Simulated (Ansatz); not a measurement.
# YN (Fm-3m) in Ansatz: single point with PBE0

Aim: the single point of YN with PBE0.

Everything below comes from runs of Ansatz 0.2.0. Logs are shortened: lines on timing, memory, paths and dates and some standing lists are left out, and cuts for length are marked.

**1. The crystal as given**

The structure is cubic, space group Fm-3m (No. 225). Conventional cell: a = 4.877 Å, b = 4.877 Å, c = 4.877 Å, α = 90.00°, β = 90.00°, γ = 90.00°. Y (site symmetry m-3m) is surrounded by 6 N at 2.44 Å. Around N (site symmetry m-3m) lie 6 Y at 2.44 Å.

**2. Single point, PBE0**

input reads:

```
crystal:
  lattice:
    - [0.0, 2.4385, 2.4385]
    - [2.4385, 0.0, 2.4385]
    - [2.4385, 2.4385, 0.0]
  atoms:
    - { symbol: "Y", position: [0.0, 0.0, 0.0] }
    - { symbol: "N", position: [0.5, 0.5, 0.5] }
hamiltonian:
  xc: pbe0
  pseudopotentials: { kind: paw }
kpoints:
  mp_grid: { grid: [6, 6, 6] }
scf:
  occupations: { method: fermi_dirac, width: 0.05 }
output:
  forces: true
  stress: true
  eigenvalues: true
  write_density: true
  write_potential: true
  elf: true
  volumetric_format: npy
```

Potentials or basis: Ansatz PAW.

Output:

```text
Warning: output.stress: scf.convergence.dr2_threshold = 1e-7 eV (the SCF's general default) is looser than the 2e-10 eV advised for a printed stress (1e-10 eV for each atom of the cell: 2). What an SCF threshold leaves in a stress goes as its square root, and in the free energy as the threshold itself, and one threshold admits the most on a small cell: of the crystals measured, under no hybrid functional and no lock of the moments, on runs that ended without the residual-converged pass, on stresses that held no estimate of that error, the worst erred by over 100 MPa in a component at 1e-7 eV an atom and by under 5 at 1e-10. Set scf.convergence.dr2_threshold to 2e-10 eV or tighter. The threshold is an SCF's pass mark: one that does not reach it within its budget of iterations ends unconverged, or closes short of it on a stop that the run arms, and scf.convergence.dr2_threshold's page says what that costs each kind of run
Warning: output.stress: scf.exx.energy_threshold = 1e-6 eV is looser than the 2e-8 eV advised for a stress under a hybrid functional (1e-8 eV for each atom of the cell: 2). Every SCF of the exchange loop can meet its threshold on dr2 while the loop round them stops early: no threshold on dr2 bounds what that leaves in the stress. Set scf.exx.energy_threshold to 2e-8 eV or tighter. The threshold is the loop's pass mark: a loop that does not reach it within its budget of cycles ends unconverged, and scf.exx.energy_threshold's page has the law
GPUs: using 1 of 1 available (devices: 1).
Engine: ansatz 0.2.0, x86_64-unknown-linux-gnu
Pseudopotentials: kind: paw
Pseudopotential: Y, paw, valence charge 11, recommended cutoff 420 eV (normal), Y.paw.azcp
Pseudopotential: N, paw, valence charge 5, recommended cutoff 420 eV (normal), N.paw.azcp
Functional definition: PBE0
  parameter a = 0.25
  parameter kappa = 0.804
  parameter beta = 0.06672455060314922
  exchange = (1 - a)*pbe_x(kappa = kappa, mu = beta*pi^2/3) + a*exact_x
  correlation = pbe_c(beta = beta)
device memory: the entry about to start is reckoned to put 0.4 GiB on a device that reports 58.2 GiB free (of which the cap on the GPU budget leaves the run 18.0 GiB)
GPU FFT provider: cuFFT
GPU libraries: cuBLAS 13.8.2, cuFFT 12.4.0, cuSOLVER 12.3.4
Crystal: 2 atoms, lattice volume = 29.000 Å³
Basis set: ecut = 420 eV, 537 PW (Γ), exchange–correlation on 48×48×48 points (8 copies of the dense FFT grid, shifted against one another)
Bands: 12, of which v1, the nominal top of the filled ones, is band 8 counted from 1 (7 counted from 0)
Symmetry: 48 space group operations
Space group: Fm-3m (ITA 225), of the structure as read, at distance tolerance 3.1e-5 Å
k-points: 16 of 216
Non-local potential: Y, projectors of the file, l = 0: 3, l = 1: 2, l = 2: 2, l = 3: 1
Non-local potential: N, projectors of the file, l = 0: 2, l = 1: 2, l = 2: 1
PAW form: soft (Blöchl's): semilocal exchange-correlation on the pseudo side does not see the compensation charge
PAW frozen core: Y, regenerated for the run's functional, and the local potential with it (the file was generated under x = pbe(κ = 0.804, μ = 0.2195149727645171), c = pbe(β = 0.06672455060314922))
PAW frozen core: N, regenerated for the run's functional, and the local potential with it (the file was generated under x = pbe(κ = 0.804, μ = 0.2195149727645171), c = pbe(β = 0.06672455060314922))
PAW one-centre angular grid: Y, 590 points (default); XC on 64 Gauss nodes
PAW one-centre angular grid: N, 110 points (default); XC on 64 Gauss nodes
Initial density: superposition of atomic densities (neutral atoms: chi_scale 0, normalization atom), corrected by the library's trained network
Initial wavefunctions: pseudopotential atomic-orbital guess
GPU buffer pool allocated for 13824 grid points (all kernels)
GPU transforms: local potential and band sums: pruned to the plane-wave sphere, on 24×24×24
Functional: x = pbe(κ = 0.804, μ = 0.2195149727645171), c = pbe(β = 0.06672455060314922), warm-up for x = 0.75 pbe(κ = 0.804, μ = 0.2195149727645171) + 0.25 exact, c = pbe(β = 0.06672455060314922)
SCF iter   1: F=—  HF=-4236.066171 eV  |F-HF|=—  |Δ(HF+E_count)|=         —  Δρ=1.35e-3  dr2=5.90e-4  ethr=1.77e-3  ⟨swp⟩=5.2  Hψ=771  notcnv=0
preconditioner: auto → none  [insulator: Δε(μ)=0.182 eV  Ē_g=17.023 eV  σ=0.050 eV  W_gap=0.72  n_scr=8 (ndim 8)  ℏωp=25.8 eV  f_vac=0.000  D(μ)=0.13/eV (n_scr^D=0)]
iter 2 solved again at ethr=3.45e-7 eV; its pass at ethr=3.69e-6 eV (dr2=5.52e-5 eV) is discarded
SCF iter   2: F=—  HF=-4236.066231 eV  |F-HF|=—  |Δ(HF+E_count)|=   5.99e-5  Δρ=4.17e-4  dr2=4.88e-5  ethr=3.45e-7  ⟨swp⟩=2.8  Hψ=830  notcnv=0
eigensolver tolerance schedule: the retry pair's looser diagonalisation over-reported the residual by 0.13 of it (diagonalisation noise at 0.15 of the residual, at the tolerance the schedule requests for it); recorded, not acted on — ethr = c·dr2/N_el stays at c = 1.0e-1
SCF iter   3: F=—  HF=-4236.066233 eV  |F-HF|=—  |Δ(HF+E_count)|=   2.00e-6  Δρ=6.73e-5  dr2=5.85e-7  ethr=3.05e-7  ⟨swp⟩=3.1  Hψ=419  notcnv=0
SCF iter   4: F=—  HF=-4236.066234 eV  |F-HF|=—  |Δ(HF+E_count)|=   1.22e-6  Δρ=3.18e-5  dr2=1.88e-7  ethr=3.66e-9  ⟨swp⟩=3.7  Hψ=404  notcnv=0
SCF iter   5: F=—  HF=-4236.066234 eV  |F-HF|=—  |Δ(HF+E_count)|=   3.82e-8  Δρ=1.14e-5  dr2=2.17e-8  ethr=1.17e-9  ⟨swp⟩=2.6  Hψ=336  notcnv=0
SCF iter   6: F=-4236.066234 eV  HF=-4236.066234 eV  |F-HF|=2.96e-10  |Δ(HF+E_count)|=   2.93e-9  Δρ=2.72e-6  dr2=6.70e-10  ethr=1.35e-10  ⟨swp⟩=3.6  Hψ=378  notcnv=0
SCF 1 converged in 6 iterations: F = -4236.066234 eV  dr2 = 6.70e-10
device memory: the entry about to start is reckoned to put 1.0 GiB on a device that reports 58.2 GiB free (of which the cap on the GPU budget leaves the run 18.0 GiB)
GPU FFT provider: cuFFT
GPU libraries: cuBLAS 13.8.2, cuFFT 12.4.0, cuSOLVER 12.3.4
Initial density: handed on by an earlier stage of this run
Initial wavefunctions: those handed on with the density
GPU buffer pool allocated for 13824 grid points (all kernels)
GPU transforms: local potential and band sums: pruned to the plane-wave sphere, on 24×24×24
Functional: x = 0.75 pbe(κ = 0.804, μ = 0.2195149727645171) + 0.25 exact, c = pbe(β = 0.06672455060314922)
Exchange kernel: α = 0.2500, full range, Wigner–Seitz truncation, v(0) = 11780.0415 eV·Å³, q-mesh 6×6×6, nearest image of the exchange supercell L = 20.69 Å, pair-density grid 15×15×15, without the augmentation charges, whose exchange is taken in its separable form by FFT convolution over the k-point mesh (sized by the pseudopotential files, 20×20×20 at the most), smooth part of the exact exchange by density-matrix convolution in up to 1.75 GiB of GPU memory as planned if the GPU has room (build and FFT work areas not counted)
Frozen-core exchange: fock
iter 1 solved again at ethr=1.68e-4 eV; its pass at ethr=1.00e-1 eV (dr2=2.69e-2 eV) is discarded
SCF iter   1: F=—  HF=-4238.386889 eV  |F-HF|=—  |Δ(HF+E_count)|=         —  Δρ=8.86e-3  dr2=3.92e-2  ethr=1.68e-4  ⟨swp⟩=4.1  Hψ=908  notcnv=0
preconditioner: auto → none  [insulator: Δε(μ)=1.679 eV  Ē_g=20.022 eV  σ=0.050 eV  W_gap=1.00  n_scr=8 (ndim 8)  ℏωp=25.8 eV  f_vac=0.000  D(μ)=0.00/eV (n_scr^D=0)]
SCF iter   2: F=—  HF=-4238.377756 eV  |F-HF|=—  |Δ(HF+E_count)|=   9.13e-3  Δρ=7.64e-3  dr2=1.28e-2  ethr=1.68e-4  ⟨swp⟩=3.7  Hψ=526  notcnv=0
SCF iter   3: F=—  HF=-4238.374673 eV  |F-HF|=—  |Δ(HF+E_count)|=   3.08e-3  Δρ=2.23e-3  dr2=2.95e-3  ethr=7.22e-5  ⟨swp⟩=3.1  Hψ=431  notcnv=0
SCF iter   4: F=—  HF=-4238.374314 eV  |F-HF|=—  |Δ(HF+E_count)|=   3.59e-4  Δρ=4.09e-4  dr2=1.92e-3  ethr=5.94e-6  ⟨swp⟩=2.9  Hψ=344  notcnv=0
SCF iter   5: F=—  HF=-4238.386008 eV  |F-HF|=—  |Δ(HF+E_count)|=   1.17e-2  Δρ=1.51e-3  dr2=1.19e-3  ethr=2.14e-7  ⟨swp⟩=4.9  Hψ=594  notcnv=0
SCF iter   6: F=—  HF=-4238.385693 eV  |F-HF|=—  |Δ(HF+E_count)|=   3.16e-4  Δρ=1.30e-4  dr2=5.88e-5  ethr=2.14e-7  ⟨swp⟩=4.1  Hψ=497  notcnv=0
SCF iter   7: F=—  HF=-4238.386019 eV  |F-HF|=—  |Δ(HF+E_count)|=   3.26e-4  Δρ=2.72e-4  dr2=3.73e-5  ethr=1.62e-8  ⟨swp⟩=4.9  Hψ=666  notcnv=0
SCF iter   8: F=-4238.386009 eV  HF=-4238.386009 eV  |F-HF|=7.36e-8  |Δ(HF+E_count)|=   9.62e-6  Δρ=1.46e-5  dr2=1.96e-6  ethr=1.62e-8  ⟨swp⟩=3.9  Hψ=419  notcnv=0
SCF 2 stopped early in 8 iterations: F = -4238.386009 eV  dr2 = 1.96e-6
hybrid outer 1: dexx = +1.397e-2 eV, tail = 1.53e-5 eV
GPU FFT provider: cuFFT
GPU libraries: cuBLAS 13.8.2, cuFFT 12.4.0, cuSOLVER 12.3.4
GPU buffer pool allocated for 13824 grid points (all kernels)
GPU transforms: local potential and band sums: pruned to the plane-wave sphere, on 24×24×24
Exchange kernel: α = 0.2500, full range, Wigner–Seitz truncation, v(0) = 11780.0415 eV·Å³, q-mesh 6×6×6, nearest image of the exchange supercell L = 20.69 Å, pair-density grid 15×15×15, without the augmentation charges, whose exchange is taken in its separable form by FFT convolution over the k-point mesh (sized by the pseudopotential files, 20×20×20 at the most), smooth part of the exact exchange by density-matrix convolution in up to 1.75 GiB of GPU memory as planned if the GPU has room (build and FFT work areas not counted)
Frozen-core exchange: fock
SCF iter   1: F=—  HF=-4238.386028 eV  |F-HF|=—  |Δ(HF+E_count)|=         —  Δρ=9.53e-5  dr2=5.11e-6  ethr=4.77e-7  ⟨swp⟩=3.6  Hψ=462  notcnv=0
preconditioner: auto → none  [insulator: Δε(μ)=1.738 eV  Ē_g=20.017 eV  σ=0.050 eV  W_gap=1.00  n_scr=8 (ndim 8)  ℏωp=25.8 eV  f_vac=0.000  D(μ)=0.00/eV (n_scr^D=0)]
SCF iter   2: F=—  HF=-4238.386027 eV  |F-HF|=—  |Δ(HF+E_count)|=   6.68e-7  Δρ=1.60e-5  dr2=2.95e-6  ethr=1.46e-8  ⟨swp⟩=3.0  Hψ=368  notcnv=0
SCF iter   3: F=—  HF=-4238.386086 eV  |F-HF|=—  |Δ(HF+E_count)|=   5.84e-5  Δρ=4.63e-5  dr2=6.89e-7  ethr=1.42e-10  ⟨swp⟩=4.7  Hψ=665  notcnv=0
SCF iter   4: F=—  HF=-4238.386085 eV  |F-HF|=—  |Δ(HF+E_count)|=   1.71e-7  Δρ=2.28e-6  dr2=1.73e-8  ethr=1.42e-10  ⟨swp⟩=4.8  Hψ=523  notcnv=0
SCF iter   5: F=-4238.386085 eV  HF=-4238.386085 eV  |F-HF|=3.09e-9  |Δ(HF+E_count)|=   1.54e-7  Δρ=4.04e-6  dr2=4.37e-9  ethr=7.36e-12  ⟨swp⟩=4.4  Hψ=570  notcnv=0
SCF 3 converged in 5 iterations: F = -4238.386085 eV  dr2 = 4.37e-9
  Residual-converged pass: ⟨swp⟩=2.0  Hψ=314  notcnv=0  max |occ|·‖R‖ = 2.3e-6 eV (tolerance 2.4e-6 eV)  dr2=4.37e-9  dr2_onsite=2.21e-10  max |Δocc| = 2.0e-21
hybrid outer 2: dexx = +5.020e-7 eV, tail = 1.61e-8 eV, Δε = 1.23e-3 eV (about 4.29e-5 eV left of the loop's levels)
hybrid SCF converged: 2 outer / 13 inner (+6 warm-up), last move |dexx| = 5.02e-7 eV, tail = 1.61e-8 eV
Stability not checked: this state was not tested for a lower state beside it, because the functional holds exact exchange (a hybrid, or Hartree-Fock), whose exchange loop this test does not read (fock_operator; see scf.lower_state_search)
Free energy (F): -4238.386086 eV
Frozen-core exchange: fock
Harris-Foulkes:  -4238.386086 eV  (|F-HF|=3.09e-9)
Internal energy: -4238.386086 eV  (E = F + TS)
E sigma→0 (E₀):  -4238.386086 eV
Fermi energy:    11.988023 eV
--- Per-component energies (eV) ---
  E_band       = -82.072348
  E_kinetic    = 437.415774
  E_local      = -598.218767  (includes V_loc(G=0)·N_el)
  E_nonlocal   = 93.612572
  E_hartree    = 184.419805
  E_xc         = -181.983618
  E_vxc        = -214.994592  (∫ρ·V_xc dr)
  E_exx        = -47.400101  (= α·E_x^exact, valence–valence)
  E_paw        = -2960.673067  (= ΣΔE_a)
  E_vpaw       = -73.927236  (= ΣTr[D̂ρ^β])
  E_aug_tail   = 0.000095  (compensation charges beyond the density's cutoff)
  E_ewald      = -1165.170300
  E_core_change = -0.388477  (= ΣΔE_core)
  E_smearing   = -0.000000  (= −TS)
  E_closure    = 0.000000  (closes the sum)
  Σ components = -4238.386086   (vs F -4238.386086, Δ=9.09e-13)
--- Forces (eV/Å), atoms counted from 1 ---
  atom   1  Y      0.00000000    -0.00000000    -0.00000000
  atom   2  N      0.00000000    -0.00000000     0.00000000
  max |Σ_I F_I| component: 1.55e-29 eV/Å
--- Stress (GPa, compression-positive) ---
        0.668219      -0.000000      -0.000000
       -0.000000       0.668219      -0.000000
       -0.000000      -0.000000       0.668219
  P = ⅓ Tr σ = 0.6682 GPa (6.682 kbar)
--- Band table (eV; the first three rows and the last of 16) ---
  k-point 0: bands = ["-32.4522", "-10.7267", "-10.7267", "-10.7267", "-3.3334", "11.1197", "11.1197", "11.1197", "16.1594", "16.1594", "16.1594", "17.1747"]
  k-point 1: bands = ["-32.4189", "-11.0972", "-10.7483", "-10.7483", "-2.8153", "9.5756", "10.2522", "10.2522", "16.3283", "16.8641", "16.8641", "18.6554"]
  k-point 2: bands = ["-32.3517", "-11.7411", "-10.7909", "-10.7909", "-1.8230", "7.4382", "9.0499", "9.0499", "17.3075", "18.5514", "18.5514", "20.4763"]
  k-point 15: bands = ["-32.2750", "-11.5383", "-11.2421", "-11.1763", "-2.4448", "9.1284", "9.2680", "9.6373", "15.2576", "18.9350", "20.5868", "21.4038"]
```

Wall time 14 s (1 × NVIDIA H100 80GB HBM3 with 2 threads of AMD EPYC 7R13 (Zen 3), shared host); peak memory 1.7 GiB.

Results:

| Quantity | Value |
| --- | --- |
| Free energy | -4238.3861 eV |
| Pressure | 0.7 GPa |
| Band gap on the k mesh | 1.74 eV, indirect (least direct gap 2.20 eV) |

Levels at points of the mesh, in eV from the valence-band top:
```tsv
k point	band 5	band 6	band 7	band 8	band 9	band 10	band 11	band 12
(0.00, 0.00, 0.00)	-14.45	0.00	0.00	0.00	5.04	5.04	5.04	6.06
(0.00, 0.00, -0.50)	-12.44	-4.58	-2.54	-2.54	7.94	8.53	8.65	8.65
(0.00, -0.50, -0.50)	-13.99	-1.81	-0.46	-0.46	1.74	8.97	9.47	10.27
```

Caveat: the PAW data sets come from PBE, with cores solved anew for the run's functional, which leaves a small shift of forces and pressure; the thresholds are loose for stress. A k mesh can miss the band edges.
